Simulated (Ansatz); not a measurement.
# NiO: starts and ends of a spin-polarised SCF

Aim: see which self-consistent states NiO reaches from different starts at one fixed geometry, and which of them is lowest. System: NiO, its deposited structure (space group Fm-3m, primitive cell doubled); the cell holds 4 atoms. Source: COD entry 1010095.

Method: DFT PBE+U, PAW, plane waves, scalar-relativistic; U − J = 5.8 eV on Ni d, in Ansatz 0.2.0.

### 1 The starting structure

Symmetry: Fm-3m, No. 225, cubic system. Conventional cell: a = 4.180 Å, b = 4.180 Å, c = 4.180 Å, α = 90.00°, β = 90.00°, γ = 90.00°. Ni (site symmetry m-3m) has 6 O at 2.09 Å as nearest neighbours. Around O (site symmetry m-3m) lie 6 Ni at 2.09 Å.

Coordinates:

```
Ni O
1.0
     4.18000    2.09000    2.09000
     2.09000    4.18000    2.09000
     2.09000    2.09000    4.18000
Ni O
2 2
Direct
  0.25000 0.25000 0.25000
  0.75000 0.75000 0.75000
  0.00000 0.00000 0.00000
  0.50000 0.50000 0.50000
```

Atoms are counted from 1 in the order of input.yaml (O4 and so on).

Planned first: parallel moments, plain SCF; opposed moments +-, plain SCF; no spin polarisation; spin on, no moments given (the program may seed its own), plain SCF. What is tried next depends on their ends.

A plain SCF has the search for lower states switched off and ends at the first converged state. 

The total moment includes the space between the atomic spheres.

### 2 Parallel moments, plain SCF

The input, input.yaml:

```yaml
crystal:
  lattice:
    - [4.18, 2.09, 2.09]
    - [2.09, 4.18, 2.09]
    - [2.09, 2.09, 4.18]
  atoms:
    - { symbol: Ni, position: [0.25, 0.25, 0.25], spin: 2.0 }
    - { symbol: Ni, position: [0.75, 0.75, 0.75], spin: 2.0 }
    - { symbol: O, position: [0.0, 0.0, 0.0] }
    - { symbol: O, position: [0.5, 0.5, 0.5] }
magnetization:
  spin_polarized: true
hamiltonian:
  xc: pbe
  pseudopotentials: { kind: paw }
  hubbard: { sites: [{ species: Ni, l: d, u_eff: 5.8 }] }
basis:
  ecutwfc: 420
kpoints:
  mp_grid: { grid: [8, 8, 8] }
scf:
  occupations: { method: gaussian, width: 0.05 }
  lower_state_search: "off"
output:
  forces: true
  stress: true
  write_density: true
  write_potential: true
  elf: true
  volumetric_format: npy
```

The run is started by

```console
$ ansatz run input.yaml --threads 2 --pin off --max-ram 5120MiB --backend cpu --events-out ev --progress --plain --runs-dir out
```

The log of the run:

```text
basis.fft_grid_basis auto: the FFT boxes are laid along the combinations [[1, -1, 0], [0, 1, 0], [0, -1, 1]] of the cell's own vectors, 2.956, 5.119 and 2.956 Å long. The dense box has 20×36×20 points. Along the cell's own vectors, as sized, it would have 36×36×36, 3.24 times as many. [...]
Ni: projections on atomic orbitals take those of the free atom [Ne] 3s2 3p6 3d8 4s2, of charge +0.00 (hamiltonian.pseudopotentials.projection_atoms); the dataset's partial waves leave at most 1.6e-6 of an orbital's norm unspanned inside its sphere
O: projections on atomic orbitals take those of the free atom [He] 2s2 2p4, of charge +0.00 (hamiltonian.pseudopotentials.projection_atoms); the dataset's partial waves leave at most 1.9e-8 of an orbital's norm unspanned inside its sphere
Engine: ansatz 0.2.0, aarch64-unknown-linux-gnu
Pseudopotentials: kind: paw
Pseudopotential: Ni, paw, valence charge 18, recommended cutoff 420 eV (normal), Ni.paw.azcp
Pseudopotential: O, paw, valence charge 6, recommended cutoff 420 eV (normal), O.paw.azcp
Functional definition: PBE
  parameter kappa = 0.804
  parameter beta = 0.06672455060314922
  exchange = pbe_x(kappa = kappa, mu = beta*pi^2/3)
  correlation = pbe_c(beta = beta)
Crystal: 4 atoms, lattice volume = 36.517 Å³
Basis set: ecut = 420 eV, 707 PW (Γ), FFT grids on a1−a2, a2, −a2+a3, exchange–correlation on 40×72×40 points (8 copies of the dense FFT grid, shifted against one another)
Bands: 32, of which v1, the nominal top of the filled ones, is band 24 counted from 1 (23 counted from 0)
Symmetry: 24 space group operations
Space group: Fm-3m (ITA 225), of the structure as read, at distance tolerance 3.3e-5 Å
Magnetic group: BNS 225.116 (UNI 1618), of the structure as read, at distance tolerance 3.3e-5 Å
k-points: 65 of 512
Non-local potential: Ni, projectors of the file, l = 0: 3, l = 1: 2, l = 2: 3, l = 3: 1
Non-local potential: O, projectors of the file, l = 0: 2, l = 1: 2, l = 2: 1
PAW form: soft (Blöchl's): semilocal exchange-correlation on the pseudo side does not see the compensation charge
PAW one-centre angular grid: Ni, 590 points (default); XC on 64 Gauss nodes
PAW one-centre angular grid: O, 110 points (default); XC on 64 Gauss nodes
Initial density: superposition of atomic densities (chi_scale 0.1, normalization cell, long waves kept (reshape's long-wave potential 0.00 eV rms))
Starting moments: Σ|m| = 4 μB on 2 of 4 sites
Initial wavefunctions: pseudopotential atomic-orbital guess
Functional: x = pbe(κ = 0.804, μ = 0.2195149727645171), c = pbe(β = 0.06672455060314922)
SCF iter   1: F=—  HF=-12811.775921 eV  |F-HF|=—  |Δ(HF+E_count)|=         —  Δρ=4.01e-1 (↑1.06e-1 ↓4.01e-1)  dr2=6.38e1  dr2_m=9.91e0  M=1.111 μB ∫|m|=1.112 μB  β_m=0.30  ethr=3.10e-3  ⟨swp⟩=5.5  Hψ=15021  notcnv=0  defer=3
preconditioner: auto → Kerker (q_TF=auto, 2.855 Å⁻¹)  [metal: Δε(μ)=0.019 eV  Ē_g=14.844 eV  σ=0.050 eV  W_gap=0.20  n_scr=16 (ndim 8)  ℏωp=34.8 eV  f_vac=0.000  D(μ)=2.61/eV (n_scr^D=28)]
spin=Collinear: Kerker preconditioning applied to the charge; magnetization (m = ρ↑ − ρ↓) channel mixes plain (no charge-response kernel on spin).
SCF iter   2: F=—  HF=-12805.352863 eV  |F-HF|=—  |Δ(HF+E_count)|=    6.42e0  Δρ=8.12e-2 (↑8.12e-2 ↓7.69e-2)  dr2=1.78e0  dr2_m=8.91e-1  M=3.815 μB ∫|m|=3.823 μB  β_m=0.30  ethr=3.10e-3  ⟨swp⟩=3.9  Hψ=10579  notcnv=0  defer=382
Mixer restart at iter 2: flushing history
spin-set hold released at iteration 2 (the charge has settled, or the pull on large starting moments outlasts its swing): the magnetisation degrees of freedom join the quasi-Newton model from the next iteration; the mixer history was flushed
SCF iter   3: F=—  HF=-12806.573166 eV  |F-HF|=—  |Δ(HF+E_count)|=    1.22e0  Δρ=6.31e-2 (↑4.20e-2 ↓6.31e-2)  dr2=5.50e-1  dr2_m=5.16e-1  M=3.892 μB ∫|m|=3.900 μB  β_m=0.57  ethr=3.10e-3  ⟨swp⟩=3.1  Hψ=8062  notcnv=0  defer=428
SCF iter   4: F=—  HF=-12809.403558 eV  |F-HF|=—  |Δ(HF+E_count)|=    2.83e0  Δρ=5.29e-2 (↑1.95e-2 ↓5.29e-2)  dr2=1.07e0  dr2_m=1.15e-1  M=4.000 μB ∫|m|=4.018 μB  β_m=0.56  ethr=1.15e-3  ⟨swp⟩=2.8  Hψ=7877  notcnv=0  defer=416
SCF iter   5: F=—  HF=-12809.482472 eV  |F-HF|=—  |Δ(HF+E_count)|=   7.89e-2  Δρ=2.32e-2 (↑7.18e-3 ↓2.32e-2)  dr2=1.47e-1  dr2_m=5.74e-2  M=4.000 μB ∫|m|=4.019 μB  β_m=0.78  ethr=1.15e-3  ⟨swp⟩=2.8  Hψ=7731  notcnv=0  defer=406
SCF iter   6: F=—  HF=-12809.450176 eV  |F-HF|=—  |Δ(HF+E_count)|=   3.23e-2  Δρ=6.83e-3 (↑2.59e-3 ↓6.83e-3)  dr2=1.56e-2  dr2_m=4.04e-3  M=4.000 μB ∫|m|=4.015 μB  β_m=0.80  ethr=3.07e-4  ⟨swp⟩=2.2  Hψ=5596  notcnv=0  defer=407
SCF iter   7: F=—  HF=-12809.463679 eV  |F-HF|=—  |Δ(HF+E_count)|=   1.35e-2  Δρ=2.06e-3 (↑1.00e-3 ↓2.06e-3)  dr2=9.26e-4  dr2_m=2.09e-4  M=4.000 μB ∫|m|=4.014 μB  β_m=0.90  ethr=3.24e-5  ⟨swp⟩=2.0  Hψ=6363  notcnv=0  defer=407
SCF iter   8: F=—  HF=-12809.464607 eV  |F-HF|=—  |Δ(HF+E_count)|=   9.28e-4  Δρ=7.75e-4 (↑4.21e-4 ↓7.75e-4)  dr2=1.66e-4  dr2_m=2.47e-5  M=4.000 μB ∫|m|=4.014 μB  β_m=0.83  ethr=1.93e-6  ⟨swp⟩=2.4  Hψ=6618  notcnv=0  defer=405
SCF iter   9: F=—  HF=-12809.464687 eV  |F-HF|=—  |Δ(HF+E_count)|=   8.03e-5  Δρ=2.28e-4 (↑9.22e-5 ↓2.28e-4)  dr2=1.64e-5  dr2_m=5.08e-6  M=4.000 μB ∫|m|=4.014 μB  β_m=0.92  ethr=3.46e-7  ⟨swp⟩=2.0  Hψ=6592  notcnv=0  defer=405
SCF iter  10: F=—  HF=-12809.464698 eV  |F-HF|=—  |Δ(HF+E_count)|=   1.14e-5  Δρ=6.19e-5 (↑2.14e-5 ↓6.19e-5)  dr2=7.77e-7  dr2_m=4.20e-7  M=4.000 μB ∫|m|=4.014 μB  β_m=0.96  ethr=3.42e-8  ⟨swp⟩=2.0  Hψ=5612  notcnv=0  defer=405
SCF iter  11: F=—  HF=-12809.464699 eV  |F-HF|=—  |Δ(HF+E_count)|=   5.68e-7  Δρ=2.22e-5 (↑4.47e-6 ↓2.22e-5)  dr2=1.50e-7  dr2_m=3.39e-8  M=4.000 μB ∫|m|=4.014 μB  β_m=0.98  ethr=1.62e-9  ⟨swp⟩=2.0  Hψ=5491  notcnv=0  defer=405
iter 12 met the thresholds in force, and the SCF goes on: an eigenvalue changes by 0.11 meV, over its tolerance of 0.06 meV (output.eigenvalues, Limitations)
SCF iter  12: F=-12809.464699 eV  HF=-12809.464699 eV  |F-HF|=2.95e-10  |Δ(HF+E_count)|=   1.86e-8  Δρ=2.32e-6 (↑1.34e-6 ↓2.32e-6)  dr2=3.15e-9  dr2_m=2.73e-10  M=4.000 μB ∫|m|=4.014 μB  β_m=0.99  ethr=2.08e-10  ⟨swp⟩=12.5  Hψ=27743  notcnv=0
SCF iter  13: F=-12809.464699 eV  HF=-12809.464699 eV  |F-HF|=2.73e-11  |Δ(HF+E_count)|=   1.09e-9  Δρ=5.07e-7 (↑1.94e-7 ↓5.07e-7)  dr2=4.22e-11  dr2_m=2.18e-11  M=4.000 μB ∫|m|=4.014 μB  ethr=6.56e-12  ⟨swp⟩=4.9  Hψ=20136  notcnv=0
SCF 1 converged in 13 iterations: F = -12809.464699 eV  dr2 = 4.22e-11
SCF converged after 13 iterations
an eigenvalue changed by more than its tolerance at an iteration that met the thresholds in force, so the SCF went on 1 time: the last check found none over its tolerance
Magnetization: 4.0000 μB (26.0000 up, 22.0000 down)
Absolute magnetization: 4.0116 μB (∫|ρ↑−ρ↓|, with the PAW one-centre terms)
Spin contamination: 0.0030 ħ² per cell (⟨S²⟩ above its minimum at these occupations)
Per-site moments (μB) at R_I (Å): [(1.7140775656838023, 0.8621249999999999), (1.7140775656838023, 0.8621249999999999), (0.2119716120054632, 0.8621249999999999), (0.2119716120054632, 0.8621249999999999)]
Free energy (F): -12809.464699 eV
Harris-Foulkes:  -12809.464699 eV  (|F-HF|=2.73e-11)
Internal energy: -12809.464699 eV  (E = F + TS)
E sigma→0 (E₀):  -12809.464699 eV
Fermi energy:    14.753043 eV
--- Per-component energies (eV) ---
  E_band       = -713.531182
  E_kinetic    = 900.619881
  E_local      = -7982.522387  (includes V_loc(G=0)·N_el)
  E_nonlocal   = 1380.288669
  E_hartree    = 3278.436819
  E_xc         = -312.437630
  E_vxc        = -400.780100  (∫ρ·V_xc dr)
  E_hubbard    = 1.460621  (on-site DFT+U / exact-exchange correction)
  E_vhub       = -44.953670  (the Hubbard potential's part of the band-sum identity)
  E_paw        = -3578.483521  (= ΣΔE_a)
  E_vpaw       = -1123.063033  (= ΣTr[D̂ρ^β])
  E_aug_tail   = 0.005758  (compensation charges beyond the density's cutoff)
  E_ewald      = -6496.832908
  E_smearing   = -0.000000  (= −TS)
  E_closure    = -0.000000  (closes the sum)
  Σ components = -12809.464699   (vs F -12809.464699, Δ=0.00e0)
--- Forces (eV/Å), atoms counted from 1 ---
  atom   1  Ni     0.00000000    -0.00000000     0.00000000
  atom   2  Ni    -0.00000000    -0.00000000     0.00000000
  atom   3  O     -0.00000000    -0.00000000     0.00000000
  atom   4  O     -0.00000000    -0.00000000     0.00000000
  max |Σ_I F_I| component: 1.81e-28 eV/Å
--- Stress (GPa, compression-positive) ---
       12.551454      -0.000155      -0.000155
       -0.000155      12.551454      -0.000155
       -0.000155      -0.000155      12.551454
  P = ⅓ Tr σ = 12.5515 GPa (125.515 kbar)
--- Band table (eV; the first three rows and the last of 130) ---
  k-point 0 ↑: bands = ["-90.8350", "-90.8335", "-51.2216", "-51.1969", "-51.1969", "-51.1930", "-51.1930", "-51.1929", "-5.5405", "-4.0780", "5.5080", "6.2421", "6.2421", "7.5505", "7.5505", "8.2732", "8.2732", "8.2732", "8.8963", "8.8963", "10.3901", "11.9209", "11.9209", "11.9209", "13.7253", "13.7253", "15.9543", "19.9629", "24.5153", "28.2521", "28.2521", "32.1345"]
  k-point 1 ↑: bands = ["-90.8347", "-90.8331", "-51.2202", "-51.2000", "-51.1976", "-51.1963", "-51.1939", "-51.1936", "-5.3743", "-4.1021", "5.7533", "6.3150", "6.4424", "7.1949", "7.5034", "8.1353", "8.2971", "8.3035", "8.8061", "8.9093", "10.3588", "11.3541", "12.0051", "12.1673", "12.8957", "13.5275", "17.0011", "20.8759", "24.2491", "27.1042", "28.6463", "29.7608"]
  k-point 2 ↑: bands = ["-90.8339", "-90.8324", "-51.2163", "-51.2074", "-51.2045", "-51.1992", "-51.1964", "-51.1958", "-4.9544", "-4.1348", "6.1971", "6.4904", "6.5128", "7.0191", "7.3175", "7.7338", "8.3810", "8.4747", "8.5996", "8.9605", "10.3718", "10.6832", "11.3601", "12.1511", "12.5434", "13.0622", "18.9327", "22.6391", "23.5991", "25.5298", "27.3721", "29.3264"]
  k-point 64 ↓: bands = ["-88.5989", "-88.5989", "-49.0263", "-49.0263", "-49.0123", "-49.0123", "-49.0123", "-49.0123", "-4.5335", "-4.5335", "7.8198", "7.8198", "9.3205", "9.3205", "9.3205", "9.3205", "11.0501", "11.0501", "11.6116", "11.6116", "11.6116", "11.6116", "17.0446", "17.0446", "17.0446", "17.0446", "19.1309", "19.1309", "26.7806", "26.7806", "30.9331", "30.9331"]
Occupation matrices written to <dir>
```

It took 10 s on 2 threads of Arm Neoverse V1, shared host; peak memory 0.44 GiB.

The state reached is ferromagnetic, site moments Ni1 1.71, Ni2 1.71, O3 0.21, O4 0.21 μB, total 4.00 μB per cell, a gap of 2.05 eV on the k-mesh.

Density in a lattice plane of the grid's cell (edges 2.96 and 2.96 Å, at 0.000 of the third edge), which holds O. It is the smooth density of the valence electrons, not physical close to the nuclei.

Ten even steps from ' ' (0.16 e/Å³) to '@' (7.64 e/Å³):
```
@@@@%%**==--..                        ..::==**%%
######**==--....                        ..::==++
==++++++==--....                          ..::--
::------::::....                            ....
......::......                                  
      ....                                      
                                                
                                                
                                                
                                                
                                                
                                                
                                                
                                        ....    
..                                  ......::....
::....                            ....::::------
==--::..                          ....--==++++++
##++==::..                        ....--==**####
@@%%**==::..                        ..--==**%%@@
@@@@%%**==::..                      ..::==**%%@@
```
Columns run along the first of these edges and rows up along the second, over one cell in 24 and 20 even steps from the bottom left corner. Atoms in the plane (fractional): O at (0.00, 0.00).

Spin density (up less down) in a lattice plane of the grid's cell (edges 2.96 and 2.96 Å, at 0.000 of the third edge), which holds O.

Ten even steps from ' ' (-0.01 e/Å³) to '@' (0.38 e/Å³):
```
@@@@%%**==::..                        ..::==**%%
######**==::..                          ..::==++
==++++++--::..                            ..::--
::::----::::..                                ..
............                                    
                                                
                                                
                                                
                                                
                                                
                                                
                                                
                                                
                                                
..                                    ..........
::..                                ..::::----::
==--::..                            ..::--++++++
##++==::..                          ..::==**####
@@%%**==::..                        ..::==**%%@@
@@@@%%**--....                      ....--**%%@@
```
Columns run along the first of these edges and rows up along the second, over one cell in 24 and 20 even steps from the bottom left corner. Atoms in the plane (fractional): O at (0.00, 0.00).

[end of part 1 of 3]
